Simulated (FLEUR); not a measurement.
Crystal: P.

```xyz
2
Lattice="1.7257 0.9963 3.1297 -1.7257 0.9963 3.1297 0.0000 -1.9927 3.1297" Properties=species:S:1:pos:R:3 pbc="T T T"
P     0.1045   -0.0483    7.2867
P     0.0347   -0.0726    2.0960
```

This isn't the form of P at room conditions, which is orthorhombic.

The cell isn't the ideal one: atoms moved at random, drawn with an rms of 0.1 Å.

| Item | Value |
| --- | --- |
| Program | FLEUR MaX-R8.1 (later development tree) |
| Task | relaxation of the atoms |
| Functional | PBEsol |
| Potentials or basis | all-electron |
| Basis | FLAPW |
| Kmax | 4.28 1/bohr |
| k mesh | 5 × 5 × 5 |
| Occupations | fermi-dirac, width 0.02 eV |
| Spin | collinear spin, ferromagnetic start |
| Starting moments | [0.5, 0.5] μB |

At the start: volume 16.14 Å³/atom.

Question: Where does the relaxation end?

Answer: Over 7 steps the energy falls by 17.2 meV/atom; space group R-3m (No. 166, to 0.05 Å); moment 0.00 μB per cell.

The path:
```
step  energy change (eV)  largest force (eV/Å)
   1              0.0000                0.7051
   2             -0.0093                0.5764
   3             -0.0325                0.1053
   4             -0.0335                0.0598
   5             -0.0340                0.0409
   6             -0.0344                0.0099
   7             -0.0344                0.0039
```

Final structure:
```xyz
2
Lattice="1.7257 0.9963 3.1297 -1.7257 0.9963 3.1297 0.0000 -1.9927 3.1297" Properties=species:S:1:pos:R:3 pbc="T T T"
P     0.0691   -0.0593    7.2459
P     0.0700   -0.0616    2.1367
```

Caveat: the k mesh is coarse (spacing up to 0.44 Å⁻¹), so the values aren't converged.
